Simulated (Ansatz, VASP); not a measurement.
# SnSe2 in VASP and in Ansatz

```xyz
3
Lattice="3.8718 0.0000 0.0000 -1.9359 3.3530 0.0000 0.0000 0.0000 6.9879" Properties=species:S:1:pos:R:3 pbc="T T T"
Sn    0.0000    0.0000    0.0000
Se    0.0000    2.2354    1.5943
Se    1.9359    1.1177    5.3936
```

Alike in both runs: functional PBE; k mesh 12 × 12 × 4; occupations gaussian, width 0.02 eV; no spin polarisation.

Ansatz relaxed the structure, and its values are those at the end. VASP's run is a single point on that final structure, the one shown.

```csv
,VASP,Ansatz
version,VASP 6.6.1,Ansatz 0.2.0
potentials or method,"VASP PAW PBE potentials, release 64 (Sn_d, Se)","scalar-relativistic, plane waves, PAW"
plane-wave cutoff (eV),520,420
valence electrons in the cell,26,46
```

```tsv
	VASP	Ansatz	Ansatz less VASP
gap on the k mesh at the Fermi level (eV)	0.70	0.70	+0.002
least direct gap on the mesh (eV)	1.08	1.08	+0.002
pressure (GPa)	0.1	0.0	-0.05
rms of the force components (eV/Å)	0.007	0.002	-0.0058
```

The two sets of potentials don't hold the same shells in valence.

Caveats: spin-orbit coupling is left out, which moves the levels of the heavy elements; this functional lacks dispersion, which binds the layers, so the pressure and a relaxed spacing across them are unreliable. A k mesh can miss the band edges.
